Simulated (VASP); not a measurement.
Set up this calculation in VASP 6.6.1, as the native input.

| Quantity | Value |
| --- | --- |
| Task | single point |
| Functional | PBE |
| Potentials or basis | VASP PAW PBE potentials, release 64 (Pd) |
| Cutoff | 520 eV |
| k mesh | 6 × 6 × 6 |
| Occupations | gaussian, width 0.1 eV |
| Spin | no spin polarisation |
| Dipole correction | no |
| Further INCAR settings | ALGO = Normal; EDIFF = 1e-06; NBANDS = 17 |

The structure of Pd lies in POSCAR:

```
Pd
1.0
    0.0000000000      2.5031675791      3.9727266622
    1.7558576501      0.0000000000      3.9727266622
    1.7558576501      2.5031675791      0.0000000000
Pd
2
Direct
    0.0871000000      0.0871000000      0.9129000000
    0.9129000000      0.9129000000      0.0871000000
```

The cell was built by a generator and needn't be a form met in nature.

These files were run (other wordings do the same):

INCAR

```
PREC = Accurate
ENCUT = 520
EDIFF = 1E-6
ISMEAR = 0
SIGMA = 0.1
LREAL = F
LASPH = T
NELM = 100
ALGO = Normal
ISIF = 2
LWAVE = F
LCHARG = T
GGA = PE
LELF = T
LVHAR = T
NBANDS = 17
```

KPOINTS

```
Automatic mesh
0
Gamma
  6 6 6
```

Potentials or basis: VASP PAW PBE potentials, release 64 (Pd).

Launch:

```bash
$ cat potpaw_PBE.64/Pd/POTCAR > POTCAR
$ mpirun -np 1 vasp_std > vasp.out
```

Results of the run:

```json
{"Pressure": "55.1 GPa", "Largest force": "30.449 eV/Å", "Band gap on the k mesh": "none (metal or under the smearing width)"}
```

Caveat: the k mesh is coarse (spacing up to 0.39 Å⁻¹), so the values aren't converged; a pressure of tens of GPa on the cell as given is suspect, and the run, the potentials or the cell itself is likely at fault; forces of over 1 eV/Å show positions far from the minimum, so gaps and moduli don't describe the material at rest.

It took 10 s on 1 thread of Intel(R) Xeon(R) 6975P-C (Granite Rapids) (shared host), peak memory 0.18 GiB.
